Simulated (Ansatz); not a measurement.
One input, then a changed one: MoP

First run: DFT, LDA, PAW with Ansatz's default frozen-core files, scalar-relativistic (Ansatz 0.2.0).

Command: `ansatz run input.yaml --threads 1 --pin off --max-ram 2048MiB --backend cpu --events-out ev --progress --plain --runs-dir out` It took 6 s on 1 thread of Arm Neoverse V1, on a shared host, peak memory 0.35 GiB.

```yaml
crystal:
  lattice:
    - [2.0584192536, 0.0, 0.0]
    - [-1.0292096268, 1.7826433653, 0.0]
    - [0.0, 0.0, 3.143499161]
  atoms:
    - { symbol: Mo, position: [0.0, 0.0, 0.0] }
    - { symbol: P, position: [0.3333333333, 0.6666666667, 0.5] }
kpoints:
  mp_grid: { grid: [13, 13, 11] }
  band_path:
    path:
      - [0.0, 0.0, 0.0]
      - [0.5, 0.0, 0.0]
      - [0.3333333333, 0.3333333333, 0.0]
      - [0.0, 0.0, 0.0]
      - [0.0, 0.0, 0.5]
      - [0.5, 0.0, 0.5]
      - [0.3333333333, 0.3333333333, 0.5]
      - [0.0, 0.0, 0.5]
      - [0.5, 0.0, 0.5]
    npoints: 6
scf:
  occupations: { method: fermi_dirac, width: 0.05 }
hamiltonian:
  xc: lda
  pseudopotentials: { kind: paw }
output:
  forces: true
  stress: true
  eigenvalues: true
  efg: { contact_densities: true }
  populations: true
```

The base volume is that of a database entry, with shape and atoms relaxed on PAW files at held volume, so it needn't be at zero pressure; the structure needn't be the stable phase, at rest or compressed.

This run: volume at 0.4 of the series' base cell.

It converges in 8 SCF iterations at a pressure of 1125 GPa, cutoff 420 eV.

The input is then changed:

```diff
   populations: true
+basis:
+  ecutwfc: "700 eV"
```

Question: What does the second run give?

Answer: It converges in 8 SCF iterations at a pressure of 1125 GPa, cutoff 700 eV, free energy -2.0 meV/atom against the first run's. More than one line changes, and not each need have an effect.
